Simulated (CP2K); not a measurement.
Here is a CP2K 2026.2 calculation.

The input ws2_bands.inp:

```
&GLOBAL
  PROJECT ws2_bands
  RUN_TYPE ENERGY_FORCE
  PRINT_LEVEL LOW
&END GLOBAL
&FORCE_EVAL
  METHOD QS
  STRESS_TENSOR ANALYTICAL
  &DFT
    BASIS_SET_FILE_NAME BASIS_MOLOPT_UZH
    POTENTIAL_FILE_NAME POTENTIAL_UZH
    &MGRID
      CUTOFF 675
      REL_CUTOFF 60
      NGRIDS 5
    &END MGRID
    &QS
      METHOD GPW
      EPS_DEFAULT 1.0E-10
    &END QS
    &KPOINTS
      SCHEME MONKHORST-PACK 10 10 3
      GAMMA_CENTERED T
      SYMMETRY T
      SYMMETRY_BACKEND SPGLIB
    &END KPOINTS
    &SCF
      SCF_GUESS ATOMIC
      EPS_SCF 1.0E-6
      MAX_SCF 100
      ADDED_MOS 24
      CHOLESKY OFF
      EPS_EIGVAL 1.0E-7
      &DIAGONALIZATION ON
        ALGORITHM STANDARD
      &END DIAGONALIZATION
      &MIXING ON
        METHOD BROYDEN_MIXING
        ALPHA 0.4
        BETA 1.5
        NBUFFER 8
      &END MIXING
      &SMEAR ON
        METHOD FERMI_DIRAC
        ELECTRONIC_TEMPERATURE 580.23
      &END SMEAR
    &END SCF
    &XC
      &XC_FUNCTIONAL
        &MGGA_X_R2SCAN
        &END MGGA_X_R2SCAN
        &MGGA_C_R2SCAN
        &END MGGA_C_R2SCAN
      &END XC_FUNCTIONAL
    &END XC
    &PRINT
      &KPOINTS ON
      &END KPOINTS
      &MULLIKEN ON
      &END MULLIKEN
      &MO ON
        ENERGIES T
        OCCUPATION_NUMBERS T
        &EACH
          QS_SCF 0
        &END EACH
        ADD_LAST NUMERIC
      &END MO
      &BAND_STRUCTURE
        FILE_NAME bands.bs
        ADDED_MOS 4
        &KPOINT_SET
          UNITS B_VECTOR
          NPOINTS 8
          SPECIAL_POINT GAMMA 0.00000000 0.00000000 0.00000000
          SPECIAL_POINT M 0.50000000 0.00000000 0.00000000
          SPECIAL_POINT K 0.33333333 0.33333333 0.00000000
          SPECIAL_POINT GAMMA 0.00000000 0.00000000 0.00000000
          SPECIAL_POINT A 0.00000000 0.00000000 0.50000000
          SPECIAL_POINT L 0.50000000 0.00000000 0.50000000
          SPECIAL_POINT H 0.33333333 0.33333333 0.50000000
          SPECIAL_POINT A 0.00000000 0.00000000 0.50000000
        &END KPOINT_SET
        &KPOINT_SET
          UNITS B_VECTOR
          NPOINTS 8
          SPECIAL_POINT L 0.50000000 0.00000000 0.50000000
          SPECIAL_POINT M 0.50000000 0.00000000 0.00000000
        &END KPOINT_SET
        &KPOINT_SET
          UNITS B_VECTOR
          NPOINTS 8
          SPECIAL_POINT K 0.33333333 0.33333333 0.00000000
          SPECIAL_POINT H 0.33333333 0.33333333 0.50000000
        &END KPOINT_SET
      &END BAND_STRUCTURE
    &END PRINT
  &END DFT
  &SUBSYS
    &CELL
      ABC 3.1800000000 3.1800000000 12.5000000000
      ALPHA_BETA_GAMMA 90.0000000000 90.0000000000 120.0000000003
      PERIODIC XYZ
    &END CELL
    &COORD
      W   1.5900000002 0.9179869279 9.3750000000
      W   -0.0000000002 1.8359738561 3.1250000000
      S   1.5900000002 0.9179869279 4.6875000000
      S   -0.0000000002 1.8359738561 10.9375000000
      S   1.5900000002 0.9179869279 1.5625000000
      S   -0.0000000002 1.8359738561 7.8125000000
    &END COORD
    &KIND W
      BASIS_SET TZVP-MOLOPT-SCAN-GTH-q14
      POTENTIAL GTH-SCAN-q14
    &END KIND
    &KIND S
      BASIS_SET TZVP-MOLOPT-SCAN-GTH-q6
      POTENTIAL GTH-SCAN-q6
    &END KIND
    &PRINT
      &ATOMIC_COORDINATES ON
      &END ATOMIC_COORDINATES
      &CELL ON
      &END CELL
    &END PRINT
  &END SUBSYS
  &PRINT
    &FORCES ON
    &END FORCES
    &STRESS_TENSOR ON
    &END STRESS_TENSOR
  &END PRINT
&END FORCE_EVAL
```

Potentials or basis: POTENTIAL_UZH W GTH-SCAN-q14, S GTH-SCAN-q6; TZVP-MOLOPT-SCAN-GTH basis.

Run with:

```console
$ OMP_NUM_THREADS=1 mpirun -n 3 cp2k.psmp -i ws2_bands.inp -o ws2_bands.out
```

(1) Predict the band gap on the k mesh.

(2) What does it give for the pressure?

(3) Estimate the band gap along the path.

(4) What does it give for the largest force?

Answers

(1) 1.27 eV, indirect (least direct gap 2.20 eV).

(2) -1.0 GPa.

(3) 1.19 eV, indirect (least direct gap 1.83 eV).

(4) 0.230 eV/Å.

Caveat: spin-orbit coupling is left out, which moves the levels of the heavy elements; the basis of atomic orbitals isn't converged, which shifts pressures, moduli and gaps.
